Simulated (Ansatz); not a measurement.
# Quasiparticle levels of BN (F-43m)

Method: Ansatz, G0W0@r²SCAN, full frequency by contour deformation, JTH PAW set.

Input:

```yaml
crystal:
  lattice:
    - [0.0, 1.74665, 1.74665]
    - [1.74665, 0.0, 1.74665]
    - [1.74665, 1.74665, 0.0]
  atoms:
    - { symbol: B, position: [0.0, 0.0, 0.0] }
    - { symbol: "N", position: [0.25, 0.25, 0.25] }
basis:
  precision: f64
  xc_grid: 2
  ecutwfc: 700
  ecutrho_ratio: 4
kpoints:
  mp_grid: { grid: [4, 4, 4], shift: [0, 0, 0] }
hamiltonian:
  xc: r2scan
  dispersion: none
  pseudopotentials: { kind: paw, source: jth, xc_functional: pbe }
magnetization:
  spin_polarized: false
scf:
  lower_state_search: "off"
  max_iter: 200
  occupations: { method: fixed }
  convergence: { dr2_threshold: "1e-10 eV" }
output: {}
gw:
  n_empty_bands: 69
  ecut_chi: 200
  ecutfock_ratio: 2
  qp_bands: [v1, c1]
  screening: { model: contour_deformation }
```

Levels count from the highest filled Kohn-Sham level listed; ε_QP = ε_KS + Z(Σ − Vxc). VB is the top filled band, CB the lowest empty one. Points in brackets are given in fractions of the reciprocal vectors. A dash marks a part that wasn't solved.

```csv
k,band,ε_KS (eV),Σx − Vxc (eV),Σc (eV),Z,ε_QP (eV)
Γ,VB,0.00,-3.55,2.60,0.84,-0.80
Γ,CB,9.99,6.38,–,–,–
"(0, -0.5, -0.5)",CB,5.06,5.19,-4.61,0.86,5.56
```

The gap (from Γ to k = (0, -0.5, -0.5)) opens from 5.06 eV to 6.36 eV.

Electronic (ion-clamped) dielectric constant on this mesh, from the head of the inverse dielectric matrix: 4.6.

The cell is a model at fixed atoms and needn't be the relaxed known crystal. The PAW or pseudopotential files were made with PBE. The mesh is coarse, so these are values at the stated settings, not converged ones. Band sums or response are cut, so the gap isn't at its basis limit. The gap is read on the mesh, and the crystal's band edges can lie off it. With r²SCAN or HSE06 the Kohn-Sham levels are generalised ones. Meshes this coarse can overestimate the dielectric constant by a tenth and more.
